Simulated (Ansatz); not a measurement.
# How the gap and the level of As_Ga in GaAs (F-43m) follow the exchange fraction

Aim: the (+2/+1) level of As_Ga in GaAs (F-43m) as a function of the share of exact exchange, with the cost of each choice. The model is a cell of 64 host atoms with 1 Ga taken out and 1 As put in; the atoms are relaxed once and then held.

Calculated with Ansatz 0.2.0; plane-wave PAW DFT; relaxations with PBEsol, then single points with PBEsol and HSE06 form with several shares of exact exchange, on supercells at fixed charge in a uniform background.

This is a report of a sequence of runs, with most program output left out.

In doubt: a hybrid run on one k-point (in some of the runs), which bears on gaps, levels and energies.

## (1) Set-up

The cell holds 64 atoms: 31 Ga and 33 As. Cell: a = 11.320 Å, b = 11.320 Å, c = 11.320 Å, α = 90.0°, β = 90.0°, γ = 90.0°. It derives from GaAs (space group F-43m). Nearest the centre at fractional (0.500, 0.500, 0.500): As57 at 0.00 Å, As8 at 2.45 Å, As46 at 2.45 Å, As31 at 2.45 Å, As53 at 2.45 Å, Ga27 at 4.00 Å, Ga19 at 4.00 Å, Ga12 at 4.00 Å. The cell carries charge +2.

As a file:

```xyz
64
Lattice="11.3200 0.0000 0.0000 0.0000 0.0000 -11.3200 0.0000 11.3200 0.0000" Properties=species:S:1:pos:R:3 pbc="T T T"
Ga    0.0000    0.0000    0.0000
Ga    0.0000    2.8300   -2.8300
Ga    2.8300    2.8300    0.0000
Ga    2.8300    0.0000   -2.8300
As    1.4150    4.2450   -1.4150
As    1.4150    1.4150   -4.2450
As    4.2450    1.4150   -1.4150
As    4.2450    4.2450   -4.2450
Ga    0.0000    5.6600    0.0000
Ga    0.0000    8.4900   -2.8300
Ga    2.8300    8.4900    0.0000
Ga    2.8300    5.6600   -2.8300
As    1.4150    9.9050   -1.4150
As    1.4150    7.0750   -4.2450
As    4.2450    7.0750   -1.4150
As    4.2450    9.9050   -4.2450
Ga    0.0000    0.0000   -5.6600
Ga    0.0000    2.8300   -8.4900
Ga    2.8300    2.8300   -5.6600
Ga    2.8300    0.0000   -8.4900
As    1.4150    4.2450   -7.0750
As    1.4150    1.4150   -9.9050
As    4.2450    1.4150   -7.0750
As    4.2450    4.2450   -9.9050
Ga    0.0000    5.6600   -5.6600
Ga    0.0000    8.4900   -8.4900
Ga    2.8300    8.4900   -5.6600
Ga    2.8300    5.6600   -8.4900
As    1.4150    9.9050   -7.0750
As    1.4150    7.0750   -9.9050
As    4.2450    7.0750   -7.0750
As    4.2450    9.9050   -9.9050
Ga    5.6600    0.0000    0.0000
Ga    5.6600    2.8300   -2.8300
Ga    8.4900    2.8300    0.0000
Ga    8.4900    0.0000   -2.8300
As    7.0750    4.2450   -1.4150
As    7.0750    1.4150   -4.2450
As    9.9050    1.4150   -1.4150
As    9.9050    4.2450   -4.2450
Ga    5.6600    5.6600    0.0000
Ga    5.6600    8.4900   -2.8300
Ga    8.4900    8.4900    0.0000
Ga    8.4900    5.6600   -2.8300
As    7.0750    9.9050   -1.4150
As    7.0750    7.0750   -4.2450
As    9.9050    7.0750   -1.4150
As    9.9050    9.9050   -4.2450
Ga    5.6600    0.0000   -5.6600
Ga    5.6600    2.8300   -8.4900
Ga    8.4900    2.8300   -5.6600
Ga    8.4900    0.0000   -8.4900
As    7.0750    4.2450   -7.0750
As    7.0750    1.4150   -9.9050
As    9.9050    1.4150   -7.0750
As    9.9050    4.2450   -9.9050
As    5.6600    5.6600   -5.6600
Ga    5.6600    8.4900   -8.4900
Ga    8.4900    8.4900   -5.6600
Ga    8.4900    5.6600   -8.4900
As    7.0750    9.9050   -7.0750
As    7.0750    7.0750   -9.9050
As    9.9050    7.0750   -7.0750
As    9.9050    9.9050   -9.9050
```

Screening for the image-charge correction: ε∞ = 14.26, ε0 = 16.21, computed on the host (DFPT, PBEsol).

The cell's shortest repeat is 11.3 Å.

## (2) Relaxing both charge states, PBEsol

The study needs fixed structures, so each charge is relaxed once, at one point at (¼, ¼, ¼), from small random displacements that break the symmetry of the site.

Input file qp2.relax/input.yaml:

```yaml
crystal:
  lattice:
    - [5.66, 0.0, 0.0]
    - [0.0, 0.0, -5.66]
    - [0.0, 5.66, 0.0]
  atoms:
    - { symbol: Ga, position: [0.0, 0.0, 0.0] }
    - { symbol: Ga, position: [0.0, 0.5, 0.5] }
    - { symbol: Ga, position: [0.5, 0.0, 0.5] }
    - { symbol: Ga, position: [0.5, 0.5, 0.0] }
    - { symbol: As, position: [0.25, 0.25, 0.75] }
    - { symbol: As, position: [0.25, 0.75, 0.25] }
    - { symbol: As, position: [0.75, 0.25, 0.25] }
    - { symbol: As, position: [0.75, 0.75, 0.75] }
  supercell: [2, 2, 2]
  defects: [{ substitution: { at: 56, symbol: As } }]
total_charge: 2
basis:
  ecutwfc: 420
  xc_grid: 2
hamiltonian:
  xc: pbesol
  pseudopotentials: { kind: paw, azcp: { folder: soft_1 }, xc_functional: pbe }
kpoints:
  mp_grid: { grid: [1, 1, 1], shift: [0.25, 0.25, 0.25] }
scf:
  occupations: { method: fixed }
  max_iter: 60
output:
  forces: true
  charged_corrections:
    epsilon: 14.26
    static_epsilon: 16.21
    defect_position: [0.5, 0.5, 0.5]
relax:
  f_tol: 0.015
  max_steps: 60
  random_displacement: { amplitude: 0.04, seed: 136 }
checkpoint:
  write: "../qp2.relax.run"
  compress: false
  write_wavefunctions: true
  write_every: 100000
```

Started as:

```
> ansatz run input.yaml --threads 32 --pin off --max-ram 84787MiB --backend cuda --events-out ev --progress --plain --runs-dir out --max-vram 78GiB
```

The job ended after 5.6 s (1 × NVIDIA GB200 with 32 threads of Arm Neoverse V2, shared host; peak memory 1.8 GiB; 15 s of CPU time).

Relaxation path:

```
step  energy less that of the first step (eV)  largest force component (eV/Å)
   1                                   0.0000                          0.9406
   2                                  -0.7693                          0.1844
   3                                  -0.8105                          0.1104
   4                                  -0.8112                          0.0755
   5                                  -0.8135                          0.0044
   6                                  -0.8135                          0.0044
```

The atoms that moved most (Å, from the sites as typed, ahead of the random displacement, the mean shift of all atoms taken out):

```
atom      dx      dy      dz  length
Ga59   0.026   0.026  -0.067   0.076
Ga60   0.026   0.066  -0.027   0.075
Ga58   0.066   0.025  -0.025   0.075
Ga12  -0.032   0.049   0.032   0.066
Ga19  -0.031  -0.032  -0.047   0.065
Ga34   0.048  -0.031   0.032   0.065
 As8  -0.035  -0.035   0.035   0.061
Ga28  -0.018  -0.050  -0.017   0.056
```

Neighbours of As57 at the end:

| atom | distance (Å) |
| --- | --- |
| As8 | 2.486 |
| As46 | 2.488 |
| As31 | 2.489 |
| As53 | 2.489 |
| Ga44 | 4.026 |
| Ga34 | 4.026 |
| Ga50 | 4.026 |
| Ga19 | 4.026 |
| Ga42 | 4.026 |
| Ga27 | 4.026 |
| Ga12 | 4.027 |
| Ga51 | 4.027 |
| Ga28 | 4.027 |
| Ga58 | 4.059 |
| Ga59 | 4.061 |
| Ga60 | 4.061 |

```
charge  moment set (μB)  steps  largest displacement (Å)   time
    +1                1      5                      0.11  7.8 s
    +2                0      6                      0.08  5.6 s
```

The relaxation ends 13 meV an atom lower than the displaced start, with a largest force component of 0.0044 eV/Å.

## (3) First setting: 0 (PBEsol)

Exact exchange opens the gap of the host. A level of a localised state need not follow either band edge, so its distance to each edge changes.

Input file qp2.a0/input.yaml:

```yaml
crystal:
  checkpoint: "../qp2.relax.run"
  host: checkpoint
total_charge: 2
basis:
  ecutwfc: 420
  xc_grid: 2
hamiltonian:
  xc: pbesol
  pseudopotentials: { kind: paw, azcp: { folder: soft_1 }, xc_functional: pbe }
kpoints:
  mp_grid: { grid: [1, 1, 1], shift: [0.25, 0.25, 0.25] }
scf:
  occupations: { method: fixed }
  max_iter: 60
output:
  forces: true
  charged_corrections:
    epsilon: 14.26
    static_epsilon: 16.21
    defect_position: [0.5, 0.5, 0.5]
  eigenvalues: true
  eigenstates: { localisation: true }
checkpoint:
  read: "../qp2.relax.run"
  write: "../qp2.a0.run"
  compress: false
  write_wavefunctions: false
  write_every: 100000
```

It took 2.8 s on 1 × NVIDIA GB200 with 32 threads; peak memory 1.8 GiB.

Both charges and the host at this setting go to place-levels, which corrects for the image charge and aligns the potentials.

Input file levels.a0.yaml:

```yaml
host:
  run: host.a0.run
states: [qp1_M1.a0.run, qp2.a0.run]
geometry_from:
  qp1_M1.a0.run: qp1_M1.relax.run
  qp2.a0.run: qp2.relax.run
  host.a0.run: host.relax.run
chemical_potentials:
  Ga:
    energy: -3743.205341
    dataset: <sha256 of the dataset>
  As:
    energy: -4813.029612
    dataset: "<sha256 of the dataset>"
```

Started as:

```
> ansatz place-levels levels.a0.yaml -- --threads 32 --pin off --max-ram 84787MiB --backend cuda --max-vram 78GiB
```

Elapsed: 0.14 s, on 32 threads.

At this setting the gap is 0.416 eV and (+2/+1) lies -0.019 eV above the valence top.

## (4) The other settings

From the second setting on only the share changes; the first is PBEsol, whose semilocal part differs from that of the hybrids. The next input; the others follow the same pattern (0.2, 0.25, 0.3 and 0.4):

qp2.a10/input.yaml, as its differences from qp2.a0/input.yaml of step 3:

```diff
@@ -8,4 +8,4 @@
 hamiltonian:
-  xc: pbesol
-  pseudopotentials: { kind: paw, azcp: { folder: soft_1 }, xc_functional: pbe }
+  xc: { preset: hse06, exx: 0.1 }
+  pseudopotentials: { kind: paw, azcp: { folder: soft_1 } }
 kpoints:
@@ -25,3 +25,3 @@
   read: "../qp2.relax.run"
-  write: "../qp2.a0.run"
+  write: "../qp2.a10.run"
   compress: false
```

## (5) Result against cost

Times of the states on 1 × NVIDIA GB200 with 32 threads of Arm Neoverse V2, shared host; the host is run again at each setting:

| share of exact exchange | gap (eV) | (+2/+1) above the valence top (eV) | under the conduction bottom (eV) | time, both charge states | time, host and placing | peak memory of a state (GiB) |
| --- | --- | --- | --- | --- | --- | --- |
| 0 (PBEsol) * | 0.416 | -0.019 | 0.435 | 8.2 s | 2.6 s | 2.7 |
| 0.1 | 0.811 | 0.168 | 0.643 | 57 s | 5.4 min | 5.1 |
| 0.2 | 1.153 | 0.322 | 0.830 | 54 s | 6.6 min | 5.0 |
| 0.25 | 1.333 | 0.405 | 0.929 | 71 s | 6.7 min | 5.1 |
| 0.3 | 1.520 | 0.490 | 1.030 | 62 s | 6.3 min | 5.0 |
| 0.4 | 1.912 | 0.671 | 1.241 | 67 s | 6.7 min | 5.1 |

* started from the relaxation's converged state in the same settings, so its time is no fair cost.

## (6) Results

| Property | Result |
| --- | --- |
| (plus 2/plus 1) level, 0 (PBEsol) | -0.02 eV |
| (plus 2/plus 1) level, 0.1 | 0.17 eV |
| (plus 2/plus 1) level, 0.2 | 0.32 eV |
| (plus 2/plus 1) level, 0.25 | 0.40 eV |
| (plus 2/plus 1) level, 0.3 | 0.49 eV |
| (plus 2/plus 1) level, 0.4 | 0.67 eV |
| slope of the gap among the hybrids | 0.37 eV per 0.1 of exact exchange |

From a share of 0 (PBEsol) to 0.4 the gap opens from 0.42 to 1.91 eV and (+2/+1) moves from -0.02 to 0.67 eV above the valence top. Among the hybrids, by fitted slopes, the level takes 46 % of the gap's opening, between the two edges. The atoms were held at the semilocal structure, so a distortion that exact exchange would bring is missing. The program warns that hybrid band edges depend on the exchange mesh, which was not varied here; the gaps and slopes may carry that error. Only the charges +1 and +2 were run, each from one start, so (+2/+1) need not be a change between stable states. At 0.1, 0.2, 0.25 and 0.3 the program warns that a filled state reaches beyond the cell, so that a hybrid's gap, moments and forces can be wrong at one k-point: the state may not be bound, and these numbers are no reliable defect level. At 0 (PBEsol) the level lies in a band: there the carrier fills host states, and the number is no level of a bound state. What this leaves open: one k-point off the zone centre stands for the whole zone; the structures are those of PBEsol; force components of up to 0.18 eV/Å remain in a run at the final settings.

[Logs are printed without paths, hosts, clocks, repeated set-up lines and the standing remarks that a program may print on its own settings, such as how far it seeks lower states.]

[Hosts, paths, dates, database ids (printed as entryN), source tags and the programs' standing remarks are cut or masked in the printed files.]

[Where a table of states has a column of steps, it counts the stored structures, which are thinned; the runs took as many ionic steps or more.]

[For some hosts the program warned that the k-mesh of the response run may be too coarse for force constants and the static dielectric constant; such warnings are not shown here.]
